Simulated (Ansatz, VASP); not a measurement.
# Sb: VASP beside Ansatz

INCAR

```
  PREC = Accurate
  ENCUT = 520
  EDIFF = 1E-8
  ISMEAR = -1
  SIGMA = 0.05
  LREAL = F
  LASPH = T
  NELM = 80
  ALGO = Normal
  ISIF = 2
  LWAVE = F
  LCHARG = F
  GGA = PE
  LEFG = T
  NBANDS = 8
```

File KPOINTS:

```
Automatic mesh
0
Gamma
  13 13 13
```

Contents of POSCAR:

```
Sb
1.0
    3.1600000000      0.0316000000      0.0316000000
    0.0316000000      3.1600000000      0.0316000000
    0.0316000000      0.0316000000      3.1600000000
Sb
1
Direct
    0.0000000000      0.0000000000      0.0000000000
```

Input for Ansatz:

```yaml
crystal:
  lattice:
    - [3.16, 0.0316, 0.0316]
    - [0.0316, 3.16, 0.0316]
    - [0.0316, 0.0316, 3.16]
  atoms:
    - { symbol: Sb, position: [0.0, 0.0, 0.0] }
kpoints:
  mp_grid: { grid: [13, 13, 13] }
scf:
  occupations: { method: fermi_dirac, width: 0.05 }
hamiltonian:
  xc: pbe
  pseudopotentials: { kind: all_electron, datasets: crystal }
output:
  forces: true
  stress: true
  eigenvalues: true
  efg: { contact_densities: true }
```

Change from the starting cell: equal xy, yz and zx shear strains of +2 %, crystal datasets.

Alike in both runs: task electric field gradients; functional PBE; k mesh 13 × 13 × 13; occupations fermi-dirac, width 0.05 eV; no spin polarisation.

|  | VASP | Ansatz |
| --- | --- | --- |
| version | VASP 6.6.1 | Ansatz 0.2.0 |
| potentials or method | VASP PAW PBE potentials, release 64 (Sb) | all-electron PAW with datasets made for the crystal, scalar-relativistic |
| plane-wave cutoff (eV) | 520 | see its input |

```tsv
	VASP	Ansatz	Ansatz less VASP
pressure (GPa)	-2.5	-2.5	+0.05
largest component of the traceless stress (GPa)	0.33	0.33	0.000
Vzz of the field gradient on the site that differs most (V/Å²)	14.9	15.2	+0.26
```

Ansatz ran all-electron here, so the differences hold the error of VASP's frozen core and of both bases. Ansatz warned: «gradients_without_spin_orbit».

The runs have no spin-orbit coupling, so splittings on Sb are missing.
